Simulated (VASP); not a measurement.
Crystal: HgTe (Coloradoite).

```
Hg Te
1.0
     0.00000    3.21450    3.21450
     3.21450    0.00000    3.21450
     3.21450    3.21450    0.00000
Hg Te
1 1
Direct
  0.00000 0.00000 0.00000
  0.75000 0.75000 0.75000
```

```yaml
Program: VASP 6.6.1
Task: relaxation of cell and atoms
Functional: PBE
Potentials_or_basis: VASP PAW PBE potentials, release 64 (Hg_sv_GW, Te_GW)
Cutoff: 630 eV
k_mesh: 7 × 7 × 7
Occupations: fermi-dirac, width 0.05 eV
Spin: no spin polarisation
```

At the start: pressure 4.4 GPa; volume 33.22 Å³/atom.

How do energy, volume and symmetry change on relaxing?

Over 3 steps the energy falls by 43.8 meV/atom and the volume is 36.69 Å³/atom (+10.5 %); space group F-43m (No. 216, to 0.05 Å).

The path:
```
step  energy change (eV)  largest force (eV/Å)  pressure (GPa)  volume (Å³)
   1              0.0000                0.0000            4.44        66.43
   2             -0.0805                0.0000           -0.98        75.67
   3             -0.0876                0.0000            0.03        73.37
```

Final structure:
```yaml
crystal:
  lattice:
    - [0.00000, 3.32279, 3.32279]
    - [3.32279, 0.00000, 3.32279]
    - [3.32279, 3.32279, 0.00000]
  atoms:
    - { symbol: Hg, position: [0.00000, 0.00000, 0.00000] }
    - { symbol: Te, position: [0.75000, 0.75000, 0.75000] }
```

Caveat: the volume moved by +10 % from the deposited cell, more than functionals usually miss.
